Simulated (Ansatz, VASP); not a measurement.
# TaInSe3: VASP beside Ansatz, part 2 of 2

One calculation is typed for both programs; each brings its own data sets. How far apart do they land? The cell is generated by rule, not measured, and may not be a known phase. The cell is taken from a series of runs on this material, whose earlier steps may have relaxed, scaled, displaced or heated it; both programs get it as it stands.

VASP 6.6.1 and Ansatz 0.2.0.

So far. Step 2 (Ansatz: single point, PBEsol, pair 1): The run ends at a pressure of -1.66 GPa, with forces up to 0.32 eV/Å. Step 3 (VASP: single point, PBEsol, pair 1): The run ends at a pressure of -1.52 GPa, with forces up to 0.33 eV/Å.

**5. VASP: single point, PBEsol, pair 2**

Level of this step: PBEsol; plane waves and PAW (In_d, Ta_pv, Se); invented cell (VASP).

A single point gives forces, pressure and levels at one fixed geometry, so differences don't come from the geometry; what else differs is listed under the comparison.

INCAR

```
SYSTEM = TaInSe3
PREC = Accurate
ENCUT = 500
EDIFF = 1E-06
NELM = 120
ISMEAR = 1
SIGMA = 0.15
LREAL = .FALSE.
ALGO = Normal
GGA = PS
NBANDS = 52
LASPH = .TRUE.
LORBIT = 11
LWAVE = .FALSE.
LCHARG = .FALSE.
ISIF = 2
GGA_COMPAT = .FALSE.
KPAR = 2
```

POSCAR

```
TaInSe3
1.0
    5.0192521560      5.0192521560      0.0000000000
    5.0192521560      0.0000000000      5.0192521560
    5.0192521560      0.0000000000     -5.0192521560
In Ta Se
2 2 6
Direct
    0.0000000000      0.0000000000      0.0000000000
    0.0000000000      0.5000000000      0.5000000000
    0.5000000000      0.2500000000      0.7500000000
    0.5000000000      0.7500000000      0.2500000000
    0.5000000000      0.9402301397      0.9402301397
    0.5000000000      0.5597698603      0.5597698603
    0.0000000000      0.5000000000      0.0000000000
    0.0000000000      0.0000000000      0.5000000000
    0.5000000000      0.4402301397      0.0597698603
    0.5000000000      0.0597698603      0.4402301397
```

KPOINTS

```
Automatic mesh
0
Gamma
6 6 6
0 0 0
```

Potentials, in the order of the species: In_d, Ta_pv and Se (PBE family, release 64).

Command:

```sh
> mpirun -np 2 vasp_std
```

Numbers of over 12 decimals in the logs are rounded to 6 here.

Output:

```text
[banner, memory and clock lines left out]
running    2 mpi-ranks, on    1 nodes
[...]
[... a notice as in an earlier step ...]

 LDA part: xc-table for (Slater+PW92), standard interpolation
 POSCAR, INCAR and KPOINTS ok, starting setup
[...]
entering main loop
       N       E                     dE             d eps       ncg     rms          rms(c)
DAV:   1     0.804456061807E+03    0.80446E+03   -0.37306E+04  3136   0.158E+03
DAV:   2     0.576717011892E+02   -0.74678E+03   -0.72004E+03  3272   0.413E+02
DAV:   3    -0.548689169981E+02   -0.11254E+03   -0.10722E+03  3952   0.160E+02
DAV:   4    -0.622240548568E+02   -0.73551E+01   -0.72484E+01  3868   0.397E+01
[...]
DAV:  14    -0.582036161918E+02   -0.19459E-05   -0.10001E-05  3720   0.132E-02    0.103E-02
DAV:  15    -0.582036147422E+02    0.14496E-05   -0.31747E-06  2824   0.736E-03    0.361E-03
DAV:  16    -0.582036147002E+02    0.42017E-07   -0.82329E-07  1948   0.421E-03
   1 F= -.58203615E+02 E0= -.58206546E+02  d E =0.879422E-02
```

From OUTCAR (step 5):

```text
  Total       -5.5424694     -1.1984242     -5.5424694      0.0000000      0.0000000     -0.0000000
  in kB      -35.1129121     -7.5923135    -35.1129121      0.0000000      0.0000000     -0.0000000
  external PRESSURE =     -25.9393792 kB  Pullay stress =       0.0000000 kB

 POSITION                                       TOTAL-FORCE (eV/Angst)
 -----------------------------------------------------------------------------------
      0.00000      0.00000      0.00000        -0.000000     -0.000000     -0.000000
      5.01925      0.00000      0.00000        -0.000000     -0.000000     -0.000000
      7.52888      2.50963     -2.50963        -0.000000     -0.000000     -0.000000
      7.52888      2.50963      2.50963        -0.000000     -0.000000     -0.000000
     11.94813      2.50963      0.00000        -0.173563      0.000000     -0.000000
      8.12888      2.50963      0.00000         0.173563     -0.000000     -0.000000
      2.50963      0.00000      2.50963        -0.000000     -0.000000     -0.000000
      2.50963      0.00000     -2.50963        -0.000000     -0.000000     -0.000000
      5.01925      2.50963      1.90963        -0.000000      0.000000     -0.173563
      5.01925      2.50963     -1.90963        -0.000000     -0.000000      0.173563
 -----------------------------------------------------------------------------------
    total drift:                                0.000000      0.000000     -0.000000

  FREE ENERGIE OF THE ION-ELECTRON SYSTEM (eV)
  ---------------------------------------------------
  free  energy   TOTEN  =       -58.2036147002 eV

  energy  without entropy=      -58.2124089250  energy(sigma->0) =      -58.20654611

[... 2 parts as in an earlier step ...]

[... 1 further part left out ...]
[key lines of the parts left out:]
E-fermi :   3.9821
```

The run ends at a pressure of -2.59 GPa, with forces up to 0.17 eV/Å.

**6. Ansatz: single point, PBEsol, pair 2**

The same cell, functional, mesh and smearing now go to Ansatz, which takes its cutoff from its data sets.

The cell is taken from a series of runs on this material, whose earlier steps may have relaxed, scaled, displaced or heated it; both programs get it as it stands.

input.yaml

```yaml
crystal:
  lattice:
    - [5.019252156, 5.019252156, 0.0]
    - [5.019252156, 0.0, 5.019252156]
    - [5.019252156, 0.0, -5.019252156]
  atoms:
    - { symbol: In, position: [0.0, 0.0, 0.0] }
    - { symbol: In, position: [0.0, 0.5, 0.5] }
    - { symbol: Ta, position: [0.5, 0.25, 0.75] }
    - { symbol: Ta, position: [0.5, 0.75, 0.25] }
    - { symbol: Se, position: [0.5, -0.0597698603, 0.9402301397] }
    - { symbol: Se, position: [0.5, 0.5597698603, 0.5597698603] }
    - { symbol: Se, position: [0.0, 0.5, 0.0] }
    - { symbol: Se, position: [0.0, 0.0, 0.5] }
    - { symbol: Se, position: [0.5, 0.4402301397, 0.0597698603] }
    - { symbol: Se, position: [0.5, 0.0597698603, 0.4402301397] }
kpoints:
  mp_grid: { grid: [6, 6, 6] }
hamiltonian:
  xc: pbesol
scf:
  occupations: { method: methfessel_paxton, width: 0.15 }
output:
  forces: true
  stress: true
  eigenvalues: true
```

Command:

```sh
> ansatz run input.yaml --threads 8 --pin off --max-ram 14336MiB --backend cpu --events-out ev --progress --plain --runs-dir out
```

Output:

```text
[...]
Crystal: 10 atoms, lattice volume = 252.899 Å³
Basis set: ecut = 420 eV, 4957 PW (Γ), exchange–correlation on 96×96×96 points (8 copies of the dense FFT grid, shifted against one another)
Bands: 89, of which v1, the nominal top of the filled ones, is band 74 counted from 1 (73 counted from 0)
Symmetry: 16 space group operations
[...]
k-points: 30 of 216
[...]
k-point 0: bands = [... 70 lower, 8.3608, 8.4980, 8.4980, 8.7372, 8.8083, 9.3779, 9.3779, 9.8591, ... 11 higher]
  k-point 1: bands = [... 70 lower, 8.3605, 8.4084, 8.9527, 8.9598, 9.2409, 9.3738, 9.4108, 10.1624, ... 11 higher]
  k-point 2: bands = [... 70 lower, 8.3895, 8.4572, 8.5714, 8.5759, 9.6945, 9.8002, 10.1203, 10.3959, ... 11 higher]
  k-point 29: bands = [... 70 lower, 7.4016, 8.4691, 8.4691, 8.7584, 9.4642, 10.1054, 10.5750, 10.5750, ... 11 higher]
[key lines of the parts left out:]
SCF converged after 7 iterations
Free energy (F): -63213.110384 eV
Fermi energy:    9.142110 eV
P = ⅓ Tr σ = -2.7234 GPa (-27.234 kbar)
```

The run ends at a pressure of -2.72 GPa, with forces up to 0.16 eV/Å.

**7. Differences**

What differs besides the data sets and the points named for the pairs above, as far as they apply: the data sets hold 148 valence electrons in Ansatz (on its default PAW (the set named soft_2) files) and 84 in VASP. Total energies have different zeros and are not compared.

Both answers:

| quantity | Ansatz | VASP | difference |
| --- | --- | --- | --- |
| pressure (GPa) | -2.72 | -2.59 | -0.13 |

Forces (eV/Å; atoms numbered as in POSCAR):

| atom | Ansatz x, y, z | VASP x, y, z |
| --- | --- | --- |
| In1 | 0.000, 0.000, 0.000 | 0.000, 0.000, 0.000 |
| In2 | 0.000, 0.000, 0.000 | 0.000, 0.000, 0.000 |
| Ta3 | 0.000, 0.000, 0.000 | 0.000, 0.000, 0.000 |
| Ta4 | 0.000, 0.000, 0.000 | 0.000, 0.000, 0.000 |
| Se5 | -0.164, 0.000, 0.000 | -0.174, 0.000, 0.000 |
| Se6 | 0.164, 0.000, 0.000 | 0.174, 0.000, 0.000 |
| Se7 | 0.000, 0.000, 0.000 | 0.000, 0.000, 0.000 |
| Se8 | 0.000, 0.000, 0.000 | 0.000, 0.000, 0.000 |
| Se9 | 0.000, 0.000, -0.164 | 0.000, 0.000, -0.174 |
| Se10 | 0.000, 0.000, 0.164 | 0.000, 0.000, 0.174 |

The forces differ by 3.5 meV/Å r.m.s., which is 5.5 % of the r.m.s. force of 0.063 eV/Å (both taken over all components).

**8. VASP: single point, PBEsol, pair 3**

With cell and atoms fixed, the geometry can't cause a difference; cores, projectors, grids and the points listed under the comparison can.

INCAR is that of step 5.

POSCAR

```
TaInSe3
1.0
    5.0192521560      5.0192521560      0.0000000000
    5.0192521560      0.0000000000      5.0192521560
    5.0192521560      0.0000000000     -5.0192521560
In Ta Se
2 2 6
Direct
    0.0000000000      0.0000000000      0.0000000000
    0.0000000000      0.5000000000      0.5000000000
    0.5000000000      0.2500000000      0.7500000000
    0.5000000000      0.7500000000      0.2500000000
    0.5197230476      0.0000000000      0.0000000000
    0.4802769524      0.5000000000      0.5000000000
    0.0000000000      0.4802769524      0.0000000000
    0.0000000000      0.0197230476      0.5000000000
    0.4802769524      0.5197230476      0.0000000000
    0.5197230476      0.9802769524      0.5000000000
```

KPOINTS is that of step 5.

Command:

```sh
> mpirun -np 2 vasp_std
```

Output:

```text
[... set-up lines as in an earlier step ...]
 entering main loop
       N       E                     dE             d eps       ncg     rms          rms(c)
DAV:   1     0.811316160235E+03    0.81132E+03   -0.37342E+04  3352   0.158E+03
DAV:   2     0.569111350020E+02   -0.75441E+03   -0.72726E+03  3492   0.416E+02
DAV:   3    -0.542021383614E+02   -0.11111E+03   -0.10633E+03  4164   0.160E+02
DAV:   4    -0.615953175243E+02   -0.73932E+01   -0.72820E+01  4048   0.392E+01
[...]
DAV:  13    -0.576835094527E+02   -0.58102E-05   -0.90212E-05  4284   0.371E-02    0.142E-02
DAV:  14    -0.576835100070E+02   -0.55432E-06   -0.13233E-05  4408   0.210E-02    0.569E-03
DAV:  15    -0.576835094637E+02    0.54326E-06   -0.32577E-06  2868   0.809E-03
   1 F= -.57683509E+02 E0= -.57679164E+02  d E =-.130357E-01
```

OUTCAR, selected parts (step 8):

```text
  Total       -0.2006914     -0.2006914     -0.2006914      0.0635805     -0.0635805      0.0635805
  in kB       -1.2714293     -1.2714293     -1.2714293      0.4027985     -0.4027985      0.4027985
  external PRESSURE =      -1.2714293 kB  Pullay stress =       0.0000000 kB

 POSITION                                       TOTAL-FORCE (eV/Angst)
 -----------------------------------------------------------------------------------
      0.00000      0.00000      0.00000        -0.000000      0.000000     -0.000000
      5.01925      0.00000      0.00000        -0.000000      0.000000     -0.000000
      7.52888      2.50963     -2.50963        -0.000000      0.000000     -0.000000
      7.52888      2.50963      2.50963        -0.000000      0.000000     -0.000000
      2.60862      2.60862      0.00000         0.136328      0.136328     -0.000000
      7.42988      2.41063      0.00000        -0.136328     -0.136328     -0.000000
      2.41063      0.00000      2.41063        -0.136328      0.000000     -0.136328
      2.60862      0.00000     -2.41063         0.136328      0.000000      0.136328
      5.01925      2.41063      2.60862         0.000000     -0.136328      0.136328
     10.03850      2.60862      2.41063        -0.000000      0.136328     -0.136328
 -----------------------------------------------------------------------------------
    total drift:                                0.000000      0.000000     -0.000000

  FREE ENERGIE OF THE ION-ELECTRON SYSTEM (eV)
  ---------------------------------------------------
  free  energy   TOTEN  =       -57.6835094637 eV

  energy  without entropy=      -57.6704737504  energy(sigma->0) =      -57.67916423

[... 1 part as in an earlier step ...]

[... 2 further parts left out ...]
[key lines of the parts left out:]
E-fermi :   3.9322
```

The run ends at a pressure of -0.13 GPa, with forces up to 0.19 eV/Å.

**9. Ansatz: single point, PBEsol, pair 3**

The same cell, functional, mesh and smearing now go to Ansatz, which takes its cutoff from its data sets.

The cell is taken from a series of runs on this material, whose earlier steps may have relaxed, scaled, displaced or heated it; both programs get it as it stands.

input.yaml, the sections that differ from step 6:

```yaml
crystal:
  lattice:
    - [5.019252156, 5.019252156, 0.0]
    - [5.019252156, 0.0, 5.019252156]
    - [5.019252156, 0.0, -5.019252156]
  atoms:
    - { symbol: In, position: [0.0, 0.0, 0.0] }
    - { symbol: In, position: [0.0, 0.5, 0.5] }
    - { symbol: Ta, position: [0.5, 0.25, 0.75] }
    - { symbol: Ta, position: [0.5, 0.75, 0.25] }
    - { symbol: Se, position: [0.5197230476, 0.0, 1.0] }
    - { symbol: Se, position: [0.4802769524, 0.5, 0.5] }
    - { symbol: Se, position: [0.0, 0.4802769524, 0.0] }
    - { symbol: Se, position: [0.0, 0.0197230476, 0.5] }
    - { symbol: Se, position: [0.4802769524, 0.5197230476, 0.0] }
    - { symbol: Se, position: [0.5197230476, -0.0197230476, 0.5] }
# kpoints, hamiltonian, scf, output: as in step 6
```

Command:

```sh
> ansatz run input.yaml --threads 8 --pin off --max-ram 14336MiB --backend cpu --events-out ev --progress --plain --runs-dir out
```

Output:

```text
[...]
Crystal: 10 atoms, lattice volume = 252.899 Å³
Basis set: ecut = 420 eV, 4957 PW (Γ), exchange–correlation on 96×96×96 points (8 copies of the dense FFT grid, shifted against one another)
Bands: 89, of which v1, the nominal top of the filled ones, is band 74 counted from 1 (73 counted from 0)
Symmetry: 12 space group operations
[...]
k-points: 32 of 216
[...]
k-point 0: bands = [... 70 lower, 8.3987, 8.4050, 8.4235, 8.4235, 9.2904, 9.2904, 9.3497, 10.6307, ... 11 higher]
  k-point 1: bands = [... 70 lower, 8.0933, 8.9048, 8.9763, 8.9763, 9.1491, 9.1491, 9.3807, 10.6378, ... 11 higher]
  k-point 2: bands = [... 70 lower, 8.2256, 8.5590, 8.5590, 8.8213, 9.7285, 9.7285, 9.9301, 10.2626, ... 11 higher]
  k-point 31: bands = [... 70 lower, 8.0058, 8.0058, 8.5077, 8.5077, 10.0346, 10.0346, 10.8378, 10.8378, ... 11 higher]
[key lines of the parts left out:]
SCF converged after 6 iterations
Free energy (F): -63212.602737 eV
Fermi energy:    9.091086 eV
P = ⅓ Tr σ = -0.2866 GPa (-2.866 kbar)
```

The run ends at a pressure of -0.29 GPa, with forces up to 0.19 eV/Å.

**10. Side by side**

What differs besides the data sets and the points named for the pairs above, as far as they apply: the data sets hold 148 valence electrons in Ansatz (on its default PAW (the set named soft_2) files) and 84 in VASP. Total energies have different zeros and are not compared.

Both answers:

| quantity | Ansatz | VASP | difference |
| --- | --- | --- | --- |
| pressure (GPa) | -0.29 | -0.13 | -0.16 |

Forces (eV/Å; atoms numbered as in POSCAR):

| atom | Ansatz x, y, z | VASP x, y, z |
| --- | --- | --- |
| In1 | 0.000, 0.000, 0.000 | 0.000, 0.000, 0.000 |
| In2 | 0.000, 0.000, 0.000 | 0.000, 0.000, 0.000 |
| Ta3 | 0.000, 0.000, 0.000 | 0.000, 0.000, 0.000 |
| Ta4 | 0.000, 0.000, 0.000 | 0.000, 0.000, 0.000 |
| Se5 | 0.134, 0.134, 0.000 | 0.136, 0.136, 0.000 |
| Se6 | -0.134, -0.134, 0.000 | -0.136, -0.136, 0.000 |
| Se7 | -0.134, 0.000, -0.134 | -0.136, 0.000, -0.136 |
| Se8 | 0.134, 0.000, 0.134 | 0.136, 0.000, 0.136 |
| Se9 | 0.000, -0.134, 0.134 | 0.000, -0.136, 0.136 |
| Se10 | 0.000, 0.134, -0.134 | 0.000, 0.136, -0.136 |

The forces differ by 1.2 meV/Å r.m.s., which is 1.4 % of the r.m.s. force of 0.086 eV/Å (both taken over all components).

**11. What came out**

* r.m.s. force difference (single point, PBEsol, pair 1): 3.1 meV/Å
* r.m.s. force difference (single point, PBEsol, pair 2): 3.5 meV/Å
* r.m.s. force difference (single point, PBEsol, pair 3): 1.2 meV/Å

**Reading.** The r.m.s. force difference is 3.5 meV/Å (single point, PBEsol, pair 2), within the 12 meV/Å picked in this series as the mark of a large difference. The data sets hold unlike numbers of valence electrons (148 in Ansatz and 84 in VASP), so part of the differences comes from the potentials. 3 further runs of this series are not shown here. Such differences can come from data sets, numerical settings and the points named under the comparisons, not from the functional's error against experiment.

[Lines on the potential files, build, host, timing and source positions are cut from VASP's logs without a mark.]

[Logs are printed without paths, hosts, clocks, repeated set-up lines and the standing remarks that a program may print on its own settings, such as how far it seeks lower states.]

[Hosts, paths, dates, database ids (printed as entryN), source tags and the programs' standing remarks are cut or masked in the printed files.]
